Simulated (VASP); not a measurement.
# As (R-3m) in VASP: settings compared

Aim: see how the results for As move with the level of theory and the settings. Levels: PBE+D3(BJ), r2SCAN. Tasks: relaxation of cell and atoms.

Program: VASP 6.6.1. These are calculated values, not measurements. Logs are shortened: lines on timing, memory, paths and dates and some standing lists are left out, and cuts for length are marked.

## 1. The structure

The structure is trigonal, space group R-3m (No. 166). The conventional cell has a = 3.790 Å, b = 3.790 Å, c = 10.082 Å, α = 90.00°, β = 90.00°, γ = 120.00°. As (site symmetry 3m) has 3 As at 2.54 Å as nearest neighbours.

## 2. Relaxation of cell and atoms, PBE+D3(BJ)

Input file INCAR:

```
SYSTEM = As
  ALGO = Normal
  EDIFF = 1E-7
  EDIFFG = -0.005
  ENCUT = 600
  GGA = PE
  IBRION = 2
  ISIF = 3
  ISMEAR = 1
  IVDW = 12
  KPAR = 2
  LASPH = .True.
  LCHARG = .False.
  LREAL = .False.
  LWAVE = .False.
  NELM = 80
  NSW = 90
  PREC = Accurate
  SIGMA = 0.1
```

Input file KPOINTS:

```
k-points
0
Gamma
  12 12 12
  0 0 0
```

Input file POSCAR:

```
As                                      
1.0
    1.8952217542      1.0942067899      3.3608128283
   -1.8952217542      1.0942067899      3.3608128283
   -0.0000000000     -2.1884135799      3.3608128283
  As            
     2
Direct
     0.7693727801553044    0.7693727801553044    0.7693727801553043
     0.2306272198446956    0.2306272198446956    0.2306272198446957
```

Potentials or basis: VASP PAW PBE potentials, release 64 (As).

Launch:

```console
> cat potpaw_PBE.64/As/POTCAR > POTCAR
> mpirun -np 2 vasp_std > vasp.out
```

OUTCAR:

```text
SYSTEM = As
   EDIFF = 1E-7
   EDIFFG = -0.005
   ENCUT = 600
   GGA = PE
   IBRION = 2
   ISIF = 3
   ISMEAR = 1
   IVDW = 12
   LASPH = .True.
   LREAL = .False.
   NELM = 80
   NSW = 90
   PREC = Accurate
 IVDW          = 12

 ion  position               nearest neighbor table
   1  0.769  0.769  0.769-   2 2.54   2 2.54   2 2.54
   2  0.231  0.231  0.231-   1 2.54   1 2.54   1 2.54

  LATTYP: Found a trigonal (rhomboedric) cell.
 ALAT       =     4.0105132918
 COS(alpha) =     0.5533676861

  Lattice vectors:

 A1 = (   1.8952217542,   1.0942067899,   3.3608128283)
 A2 = (  -1.8952217542,   1.0942067899,   3.3608128283)
 A3 = (   0.0000000000,  -2.1884135799,   3.3608128283)

Analysis of symmetry for initial positions (statically):
=====================================================================
 Subroutine PRICEL returns:
 Original cell was already a primitive cell.

 Routine SETGRP: Setting up the symmetry group for a
 trigonal (rhombohedral) supercell.

 Subroutine GETGRP returns: Found 12 space group operations
 (whereof 12 operations were pure point group operations)
 out of a pool of 12 trial point group operations.

The static configuration has the point symmetry D_3d.

Analysis of symmetry for dynamics (positions and initial velocities):
=====================================================================
 Subroutine PRICEL returns:
 Original cell was already a primitive cell.

 Routine SETGRP: Setting up the symmetry group for a
 trigonal (rhombohedral) supercell.

 Subroutine GETGRP returns: Found 12 space group operations
 (whereof 12 operations were pure point group operations)
 out of a pool of 12 trial point group operations.

The dynamic configuration has the point symmetry D_3d.

 Subroutine INISYM returns: Found 12 space group operations
 (whereof 12 operations are pure point group operations),
 and found     1 'primitive' translations

----------------------------------------------------------------------------------------

                                     Primitive cell

  volume of cell :      41.8172

  direct lattice vectors                    reciprocal lattice vectors
     1.895221754  1.094206790  3.360812828     0.263821370  0.152317339  0.099182356
    -1.895221754  1.094206790  3.360812828    -0.263821370  0.152317339  0.099182356
     0.000000000 -2.188413580  3.360812828     0.000000000 -0.304634678  0.099182356

  length of vectors
     4.010513292  4.010513292  4.010513292     0.320373886  0.320373886  0.320373886

  position of ions in fractional coordinates (direct lattice)
     0.769372780  0.769372780  0.769372780
     0.230627220  0.230627220  0.230627220

  ion indices of the primitive-cell ions
   primitive index   ion index
                 1           1
                 2           2

----------------------------------------------------------------------------------------

 KPOINTS: k-points

Automatic generation of k-mesh.
 Grid dimensions read from file:
 generate k-points for:   12   12   12

 Generating k-lattice:

  Cartesian coordinates                     Fractional coordinates (reciprocal lattice)
     0.021985114  0.012693112  0.008265196     0.083333333  0.000000000 -0.000000000
    -0.021985114  0.012693112  0.008265196     0.000000000  0.083333333 -0.000000000
     0.000000000 -0.025386223  0.008265196    -0.000000000 -0.000000000  0.083333333

  Length of vectors
     0.026697824  0.026697824  0.026697824

  Shift w.r.t. Gamma in fractional coordinates (k-lattice)
     0.000000000  0.000000000  0.000000000

 Subroutine IBZKPT returns following result:
 ===========================================

 Found    189 irreducible k-points:

 Following reciprocal coordinates:
            Coordinates               Weight
  0.000000  0.000000  0.000000      1.000000
  0.083333  0.000000  0.000000      6.000000
  0.166667 -0.000000  0.000000      6.000000
  0.250000 -0.000000 -0.000000      6.000000
  0.333333  0.000000  0.000000      6.000000
  0.416667  0.000000 -0.000000      6.000000
[... 16 lines left out ...]
  0.500000  0.166667  0.000000     12.000000
 -0.416667  0.166667  0.000000     12.000000
 [... further k-points ...]
   k-points           NKPTS =    189   k-points in BZ     NKDIM =    189   number of bands    NBANDS=      9
   number of dos      NEDOS =    301   number of ions     NIONS =      2
   total plane-waves  NPLWV =  32768
   dimension x,y,z NGX =    32 NGY =   32 NGZ =   32
   dimension x,y,z NGXF=    64 NGYF=   64 NGZF=   64
   ions per type =               2
   NGX,Y,Z   is equivalent  to a cutoff of  13.26, 13.26, 13.26 a.u.
   NGXF,Y,Z  is equivalent  to a cutoff of  26.53, 26.53, 26.53 a.u.
 SYSTEM =  As
   PREC   = accura    normal or accurate (medium, high low for compatibility)
   ISTART =      0    job   : 0-new  1-cont  2-samecut
   ICHARG =      2    charge: 1-file 2-atom 10-const
   ISPIN  =      1    spin polarized calculation?
   LNONCOLLINEAR =      F non collinear calculations
   LSORBIT =      F    spin-orbit coupling
   LASPH  =      T    aspherical Exc in radial PAW
   ENCUT  =  600.0 eV  44.10 Ry    6.64 a.u.   8.01  8.01  8.01*2*pi/ulx,y,z
   NELM   =     80;   NELMIN=  2; NELMDL= -5     # of ELM steps
   EDIFF  = 0.1E-06   stopping-criterion for ELM
   LREAL  =      F    real-space projection
   EDIFFG = -.5E-02   stopping-criterion for IOM
   NSW    =     90    number of steps for IOM
   IBRION =      2    ionic relax: 0-MD 1-quasi-New 2-CG
   NFREE  =      1    steps in history (QN), initial steepest desc. (CG)
   ISIF   =      3    stress and relaxation
   ISYM   =      2    0-nonsym 1-usesym 2-fastsym
   POTIM  = 0.5000    time-step for ionic-motion
   TEBEG  =    0.0;   TEEND  =   0.0 temperature during run
   PSTRESS=    0.0 pullay stress
   NELECT =      10.0000    total number of electrons
   NUPDOWN=      -1.0000    fix difference up-down
   EMIN   =  10.00;   EMAX   =-10.00  energy-range for DOS
   EFERMI =   0.00;   METHOD = LEGACY
   ISMEAR =     1;   SIGMA  =   0.10  broadening in eV -4-tet -1-fermi 0-gaus
   EFERMI_NEDOS =   21; number of points for ismear=-14 and -15
   IALGO  =     38    algorithm
   IMIX   =      4    mixing-type and parameters
     AMIX     =   0.40;   BMIX     =  1.00
     AMIX_MAG =   1.60;   BMIX_MAG =  1.00
  volume/ion in A,a.u.               =      20.91       141.10
  Fermi-wavevector in a.u.,A,eV,Ry     =   1.016147  1.920239 14.048757  1.032555
  Thomas-Fermi vector in A             =   2.149474
   LORBIT       =      0    0 simple, 1 ext, 2 COOP (PROOUT), +10 PAW based schemes
   GGA     = PE    functional components
   LHFCALC =     F    Hartree Fock is set to
   AEXX    =    0.0000 exact exchange contribution
   IVDW    =    12    specifies the selected vdW correction
   LEPSILON=     F    determine dielectric tensor
   LRPA    =     F    only Hartree local field effects (RPA)
 conjugate gradient relaxation of ions
 non-spin polarized calculation
 Methfessel and Paxton  Order N= 1 SIGMA  =   0.10
  energy-cutoff  :      600.00
  volume of cell :       41.82
 maximum number of plane-waves:      1417
   NGX = 15   NGY = 15   NGZ = 15

--------------------------------------- Ionic step        1  -------------------------------------------

 number of electron      10.0000000 magnetization

 Free energy of the ion-electron system (eV)
  ---------------------------------------------------
  ext. energy  EPLUGINS =         0.00000000
  ---------------------------------------------------
  free energy    TOTEN  =        -9.31225617 eV

  energy without entropy =       -9.31230193  energy(sigma->0) =       -9.31227143

------------------------ aborting loop because EDIFF is reached ----------------------------------------

 Edisp (eV)   -0.86556

 E8    (eV) :    -0.3667

  FORCE on cell =-STRESS in cart. coord.  units (eV):
  Direction    XX          YY          ZZ          XY          YZ          ZX
  --------------------------------------------------------------------------------------
  -------------------------------------------------------------------------------------
  Total      -0.01561    -0.01561    -0.00567    -0.00000     0.00000     0.00000
  in kB      -0.59800    -0.59800    -0.21724    -0.00000     0.00000     0.00000
  external pressure =       -0.47 kB  Pullay stress =        0.00 kB

 VOLUME and BASIS-vectors are now :
 -----------------------------------------------------------------------------
  energy-cutoff  :      600.00
  volume of cell :       41.82
      direct lattice vectors                 reciprocal lattice vectors
     1.895221754  1.094206790  3.360812828     0.263821370  0.152317339  0.099182356
    -1.895221754  1.094206790  3.360812828    -0.263821370  0.152317339  0.099182356
     0.000000000 -2.188413580  3.360812828     0.000000000 -0.304634678  0.099182356

 POSITION                                       TOTAL-FORCE (eV/Angst)
 -----------------------------------------------------------------------------------
      0.00000     -0.00000      7.75715         0.000000      0.000000     -0.000350
      0.00000     -0.00000      2.32528         0.000000     -0.000000      0.000350
 -----------------------------------------------------------------------------------
    total drift:                                0.000000      0.000000     -0.000000

  FREE ENERGIE OF THE ION-ELECTRON SYSTEM (eV)
  ---------------------------------------------------
  free  energy   TOTEN  =       -10.1778205655 eV

  energy  without entropy=      -10.1778663242  energy(sigma->0) =      -10.17783582

--------------------------------------- Ionic step        2  -------------------------------------------

 number of electron      10.0000000 magnetization

 Free energy of the ion-electron system (eV)
  ---------------------------------------------------
  ext. energy  EPLUGINS =         0.00000000
  ---------------------------------------------------
  free energy    TOTEN  =        -9.31147814 eV

  energy without entropy =       -9.31152413  energy(sigma->0) =       -9.31149347

 E-fermi :   5.7373     XC(G=0): -10.1313

 val. band max:        5.6400503133   @ k =   0.4167   0.3333   0.3333
 cond. band min:       5.7516429591   @ k =   0.4167   0.0833   0.0833
 fundamental gap:      0.1115926458
 Fermi energy:         5.7373038096

 k-point     1 :       0.0000    0.0000    0.0000
  band No.  band energies     occupation
      1      -9.3731      2.00000
      2       0.1739      2.00000
      3       3.3772      2.00000
      4       3.6629      2.00000
      5       3.6629      2.00000
      6       7.8940      0.00000
      7       8.8859      0.00000
      8       8.8859      0.00000
      9      12.2104      0.00000

 k-point     2 :       0.0833    0.0000    0.0000
  band No.  band energies     occupation
      1      -9.2792      2.00000
      2      -0.2265      2.00000
      3       3.4015      2.00000
      4       3.6187      2.00000
      5       3.7597      2.00000
      6       7.9559      0.00000
      7       8.6678      0.00000
      8       8.7231      0.00000
      9      11.7393      0.00000

 k-point     3 :       0.1667   -0.0000    0.0000
  band No.  band energies     occupation
      1      -8.9991      2.00000
      2      -1.1905      2.00000
      3       3.3403      2.00000
      4       3.5089      2.00000
      5       4.0664      2.00000
      6       7.7755      0.00000
      7       8.1878      0.00000
      8       8.2526      0.00000
      9      11.4027      0.00000
[... 229 lines left out ...]
 k-point    23 :       0.5000    0.1667    0.0000
  band No.  band energies     occupation
      1      -6.6719      2.00000
      2      -4.9456      2.00000
      3       1.3835      2.00000
      4       2.5640      2.00000
      5       3.5902      2.00000
      6       7.4892     -0.00000
      7       7.6465     -0.00000
      8       9.0158      0.00000
      9      12.6653      0.00000

 k-point    24 :      -0.4167    0.1667    0.0000
  band No.  band energies     occupation
      1      -6.3229      2.00000
      2      -5.3679      2.00000
      3       1.1998      2.00000
      4       2.9510      2.00000
      5       3.7559      2.00000
      6       6.9054     -0.00000
      7       7.2413     -0.00000
      8       9.3415      0.00000
      9      13.8285      0.00000

 [... further k-points ...]

------------------------ aborting loop because EDIFF is reached ----------------------------------------

 Edisp (eV)   -0.86635

 E8    (eV) :    -0.3670

  FORCE on cell =-STRESS in cart. coord.  units (eV):
  Direction    XX          YY          ZZ          XY          YZ          ZX
  --------------------------------------------------------------------------------------
  -------------------------------------------------------------------------------------
  Total       0.00716     0.00716     0.00748    -0.00000    -0.00000     0.00000
  in kB       0.27452     0.27452     0.28678    -0.00000    -0.00000     0.00000
  external pressure =        0.28 kB  Pullay stress =        0.00 kB

 VOLUME and BASIS-vectors are now :
 -----------------------------------------------------------------------------
  energy-cutoff  :      600.00
  volume of cell :       41.78
      direct lattice vectors                 reciprocal lattice vectors
     1.894508236  1.093794840  3.360353184     0.263920732  0.152374706  0.099195922
    -1.894508236  1.093794840  3.360353184    -0.263920732  0.152374706  0.099195922
     0.000000000 -2.187589680  3.360353184     0.000000000 -0.304749411  0.099195922

 POSITION                                       TOTAL-FORCE (eV/Angst)
 -----------------------------------------------------------------------------------
      0.00000     -0.00000      7.75608        -0.000000      0.000000     -0.004530
      0.00000     -0.00000      2.32498         0.000000     -0.000000      0.004530
 -----------------------------------------------------------------------------------
    total drift:                               -0.000000     -0.000000      0.000000

  FREE ENERGIE OF THE ION-ELECTRON SYSTEM (eV)
  ---------------------------------------------------
  free  energy   TOTEN  =       -10.1778252791 eV

  energy  without entropy=      -10.1778712661  energy(sigma->0) =      -10.17784061

 reached required accuracy - stopping structural energy minimisation
```

Wall time 20 s (2 MPI ranks of Intel Xeon 6975P-C (Granite Rapids), shared host); peak memory 0.23 GiB.

Results:

* Free energy: -10.1778 eV
* Relaxed volume: 20.89 Å³/atom
* Relaxed cell: a = 4.010 Å, b = 4.010 Å, c = 4.010 Å, α = 56.39°, β = 56.39°, γ = 56.39°
* Space group after relaxing (to 0.05 Å): R-3m (No. 166)
* Energy gained by relaxing: 0.0 meV/atom
* Ionic steps: 2
* Pressure after relaxing: 0.0 GPa
* Largest force after relaxing: 0.005 eV/Å
* Band gap on the k mesh: none (metal or under the smearing width)
* Dispersion energy per atom: -0.433 eV

Forces in eV/Å, atoms in the order of the input:
```
As   0.000  0.000 -0.005
As   0.000  0.000  0.005
```

Final structure:
```cif
data_structure
_symmetry_space_group_name_H-M 'P 1'
_symmetry_Int_Tables_number 1
_cell_length_a 4.0097
_cell_length_b 4.0097
_cell_length_c 4.0097
_cell_angle_alpha 56.391
_cell_angle_beta 56.391
_cell_angle_gamma 56.391
_cell_volume 41.78
loop_
_atom_site_label
_atom_site_type_symbol
_atom_site_fract_x
_atom_site_fract_y
_atom_site_fract_z
_atom_site_occupancy
As1 As 0.76937 0.76937 0.76937 1
As2 As 0.23063 0.23063 0.23063 1
```

Levels at points of the mesh, in eV from the Fermi level:
```
           k point  band 1  band 2  band 3  band 4  band 5  band 6  band 7  band 8  band 9
(0.00, 0.00, 0.00)  -15.11   -5.56   -2.36   -2.07   -2.07    2.16    3.15    3.15    6.47
(0.50, 0.00, 0.00)  -12.27  -11.28   -2.55   -2.35   -0.29   -0.29    0.29    0.88    9.48
(0.50, 0.50, 0.00)  -12.23   -9.50   -6.33   -4.35   -4.28    1.64    5.72    6.71    7.72
(0.50, 0.50, 0.50)  -13.40  -10.38   -1.71   -1.71   -0.64    0.36    0.36    1.55    8.54
```

Caveat: pairwise dispersion overbinds metals, which lowers pressure and volume.

(Continued in part 2 of 2.)
